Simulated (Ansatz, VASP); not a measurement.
NaF in VASP and in Ansatz

The input INCAR:

```
SYSTEM = NaF
PREC = Accurate ; ENCUT = 520
EDIFF = 1E-8 ; ISMEAR = -1
SIGMA = 0.02 ; LREAL = .False.
LASPH = .True. ; NELM = 60
ALGO = Normal ; ISIF = 2
LWAVE = .False. ; LCHARG = .False.
GGA = CA ; LEFG = .True.
NBANDS = 14
```

File KPOINTS:

```
Automatic mesh
0
Gamma
  10 10 10
  0 0 0
```

The input POSCAR:

```
NaF
1.0
    0.0000000000      2.3310186614      2.3310186614
    2.3310186614      0.0000000000      2.3310186614
    2.3310186614      2.3310186614      0.0000000000
Na F
1 1
Direct
    0.0000000000      0.0000000000      0.0000000000
    0.5000000000      0.5000000000      0.5000000000
```

Input for Ansatz:

```yaml
crystal:
  lattice:
    - [0.0, 2.3310186614, 2.3310186614]
    - [2.3310186614, 0.0, 2.3310186614]
    - [2.3310186614, 2.3310186614, 0.0]
  atoms:
    - { symbol: Na, position: [0.0, 0.0, 0.0] }
    - { symbol: F, position: [0.5, 0.5, 0.5] }
kpoints:
  mp_grid: { grid: [10, 10, 10] }
scf:
  occupations: { method: fermi_dirac, width: 0.02 }
hamiltonian:
  xc: lda
  pseudopotentials: { kind: all_electron, datasets: crystal }
output:
  forces: true
  stress: true
  eigenvalues: true
  efg: { contact_densities: true }
```

Change from the starting cell: volume scaled by 1.01, crystal datasets.

Alike in both runs: task electric field gradients; functional LDA; k mesh 10 × 10 × 10; occupations fermi-dirac, width 0.02 eV; no spin polarisation.

```csv
,VASP,Ansatz
version,VASP 6.6.1,Ansatz 0.2.0
potentials or method,"VASP PAW LDA potentials, release 64 (Na_pv, F)","all-electron PAW with datasets made for the crystal, scalar-relativistic"
plane-wave cutoff (eV),520,see its input
```

|  | VASP | Ansatz | Ansatz less VASP |
| --- | --- | --- | --- |
| gap on the k mesh at the Fermi level (eV) | 5.86 | 5.87 | +0.010 |
| pressure (GPa) | -5.1 | -5.0 | +0.12 |
| Vzz of the field gradient on the site that differs most (V/Å²) | 0.0 | 0.0 | 0.00 |

Ansatz ran all-electron here, so the differences hold the error of VASP's frozen core and of both bases.

A k mesh can miss the band edges.
